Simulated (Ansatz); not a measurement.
Does relaxation matter for the field gradients of AlAs with an Al vacancy?

Start: a supercell of AlAs (zinc blende type, F-43m) built from a structure deposited in the COD, with all atoms left at the host's positions.

```
Al As
1.0
     0.00000    8.49120    8.49120
     8.49120    0.00000    8.49120
     8.49120    8.49120    0.00000
Al As
26 27
Cartesian
  2.8304 2.8304 0.0000
  5.6608 5.6608 0.0000
  2.8304 0.0000 2.8304
  5.6608 2.8304 2.8304
  8.4912 5.6608 2.8304
  5.6608 0.0000 5.6608
  8.4912 2.8304 5.6608
  11.3216 5.6608 5.6608
  0.0000 2.8304 2.8304
  2.8304 5.6608 2.8304
  5.6608 8.4912 2.8304
  2.8304 2.8304 5.6608
  5.6608 5.6608 5.6608
  8.4912 8.4912 5.6608
  5.6608 2.8304 8.4912
  8.4912 5.6608 8.4912
  11.3216 8.4912 8.4912
  0.0000 5.6608 5.6608
  2.8304 8.4912 5.6608
  5.6608 11.3216 5.6608
  2.8304 5.6608 8.4912
  5.6608 8.4912 8.4912
  8.4912 11.3216 8.4912
  5.6608 5.6608 11.3216
  8.4912 8.4912 11.3216
  11.3216 11.3216 11.3216
  1.4152 1.4152 1.4152
  4.2456 4.2456 1.4152
  7.0760 7.0760 1.4152
  4.2456 1.4152 4.2456
  7.0760 4.2456 4.2456
  9.9064 7.0760 4.2456
  7.0760 1.4152 7.0760
  9.9064 4.2456 7.0760
  12.7368 7.0760 7.0760
  1.4152 4.2456 4.2456
  4.2456 7.0760 4.2456
  7.0760 9.9064 4.2456
  4.2456 4.2456 7.0760
  7.0760 7.0760 7.0760
  9.9064 9.9064 7.0760
  7.0760 4.2456 9.9064
  9.9064 7.0760 9.9064
  12.7368 9.9064 9.9064
  1.4152 7.0760 7.0760
  4.2456 9.9064 7.0760
  7.0760 12.7368 7.0760
  4.2456 7.0760 9.9064
  7.0760 9.9064 9.9064
  9.9064 12.7368 9.9064
  7.0760 7.0760 12.7368
  9.9064 9.9064 12.7368
  12.7368 12.7368 12.7368
```

Atoms are numbered from 1 in the order listed; like atoms form one site, named after its first atom.

Method: Kohn–Sham DFT in Ansatz, PBE, plane waves and PAW, scalar-relativistic, collinear spin, 420 eV cutoff, Γ-centred 2×2×2 k-points, Fermi–Dirac smearing 0.01 eV, cell charge -2. Start moments as typed (μB): 0 0 0 0 0 0 0 0 0 0 0 0 0 0 0 0 0 0 0 0 0 0 0 0 0 0 0.5 0 0.5 0 0 0 0.5 0 0 0 0 0 0 0 0 0 0 0 0.5 0 0 0 0 0 0 0 0 by atom.

The largest force at the start is 0.74 eV/Å. Relaxing the ions at fixed cell moves them by 0.244 Å at most (atom 29, As) and 0.085 Å rms.

```tsv
site	atom	moved (Å)	first shell before	first shell after	V_zz before (10²¹ V/m²)	η before
Al1	1	0.104	4 As at 2.45 Å	4 As at 2.44–2.48 Å	-0.77	0.44
Al4	4	0.020	4 As at 2.45 Å	4 As at 2.46–2.47 Å	0.20	0.00
Al8	8	0.011	4 As at 2.45 Å	4 As at 2.46 Å	0.18	0.00
Al14	14	0.019	4 As at 2.45 Å	4 As at 2.45–2.46 Å	-0.13	0.77
As27	27	0.244	3 Al at 2.45 Å	3 Al at 2.44 Å	-3.26	0.00
As28	28	0.019	4 Al at 2.45 Å	4 Al at 2.46–2.48 Å	-2.16	0.50
As32	32	0.021	4 Al at 2.45 Å	4 Al at 2.45–2.48 Å	1.51	0.08
As40	40	0.003	4 Al at 2.45 Å	4 Al at 2.46–2.47 Å	-0.077	0.00
```

Q: How do the gradients change?

A: 

```tsv
site	atom	V_zz after	η after	change of V_zz
Al1	1	-1.19	0.08	-0.42
Al4	4	0.29	0.00	+0.09
Al8	8	0.17	0.00	-0.01
Al14	14	0.26	0.89	–
As27	27	1.46	0.00	+4.72
As28	28	-0.98	0.97	–
As32	32	0.75	0.97	-0.76
As40	40	0.066	0.00	+0.14
```

The largest change of V_zz along a kept axis is on As27, from -3.26 to 1.46. Where |V_zz| stays above 0.1 and the axes keep their order, η moves most on As32, from 0.08 to 0.97. V_zz changes sign on As27 (same axis). On As28, Al14 the largest principal value lies along another axis in the second run, so the two V_zz can't be compared directly. Sites without a gradient aren't listed.

The defect repeats with the cell of 53 atoms, so it feels its images: sites between two images don't show the values beside a lone defect, and zeros or small values of η there can come from the images' arrangement. A uniform background compensates the cell's charge. The defect cell has no gap above 0.1 eV on its mesh, so the values can hang on the smearing and the k-mesh.
Before: The neighbours have not yet relaxed around the defect (largest force 0.74 eV/Å), and relaxing can change the values around it severalfold.
After: The relaxation keeps the symmetry of the vacancy's site, so distortions that break it, Jahn–Teller ones too, aren't explored.
